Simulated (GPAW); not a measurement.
Write an ASE script for GPAW 26.7.0 that does the following.

- Task: band structure
- Functional: LDA
- Potentials or basis: PAW data sets generated in the run's folder for this functional
- Cutoff: 600 eV
- Basis: pw
- k mesh: 8 × 8 × 8
- Occupations: fermi-dirac, width 0.05 eV
- Spin: no spin polarisation
- Maxiter: 150
- Band path: GXWKGLUWLK,UX
- Band points: 100

GaAs:

```xyz
2
Lattice="0.0000 2.8268 2.8268 2.8268 0.0000 2.8268 2.8268 2.8268 0.0000" Properties=species:S:1:pos:R:3 pbc="T T T"
As    4.2403    4.2403    4.2403
Ga    0.0000    0.0000    0.0000
```

One way to write it, as run:

run.py

```python
from ase import Atoms
from ase.dft.bandgap import bandgap
from ase.io import write
from ase.units import GPa
from gpaw import GPAW, PW, setup_paths

setup_paths.insert(0, '.')

atoms = Atoms(['As', 'Ga'],
              cell=[[0.0, 2.82685, 2.82685],
                    [2.82685, 0.0, 2.82685],
                    [2.82685, 2.82685, 0.0]],
              scaled_positions=[[0.75, 0.75, 0.75],
                                [0.0, 0.0, 0.0]],
              pbc=True)

calc = GPAW(mode=PW(600),
            xc='LDA',
            kpts={'size': (8, 8, 8), 'gamma': True},
            occupations={'name': 'fermi-dirac', 'width': 0.05},
            nbands=11,
            convergence={'density': 1e-05, 'energy': 1e-05},
            maxiter=150,
            txt='gpaw.txt')
atoms.calc = calc
energy = atoms.get_potential_energy()
forces = atoms.get_forces()
stress = atoms.get_stress()
calc.write('gs.gpw')
write('result.traj', atoms)
print(f'Energy: {energy:.6f} eV')
print('Forces (eV/A):')
print(forces.round(4))
print('Stress (GPa):', (stress / GPa).round(3))
print('Fermi level:', round(calc.get_fermi_level(), 4), 'eV')
print(f'Gap: {bandgap(calc)[0]:.4f} eV, direct: {bandgap(calc, direct=True)[0]:.4f} eV')

path = atoms.cell.bandpath('GXWKGLUWLK,UX', npoints=100, eps=1e-4)
bs_calc = calc.fixed_density(kpts=path, symmetry='off', nbands=21,
                             convergence={'bands': 'CBM+6.0', 'eigenstates': 1e-6}, txt='bands.txt')
bs = bs_calc.band_structure()
bs.write('bs.json')
print(f'Gap on the path: {bandgap(bs_calc)[0]:.4f} eV')
```

Potentials or basis: PAW data sets generated in the run's folder for this functional, pw.

Command:

```sh
$ gpaw-setup -f LDA As Ga
$ OMP_NUM_THREADS=1 python run.py
```

It gave:

| Item | Value |
| --- | --- |
| Pressure | -0.9 GPa |
| Band gap on the k mesh | 0.36 eV, direct |
| Band gap along the path | 0.36 eV, direct |

Run time: 39 s on 1 thread of AMD EPYC 7R13 Processor (Zen 3), with other jobs on the host, peak memory 0.24 GiB.
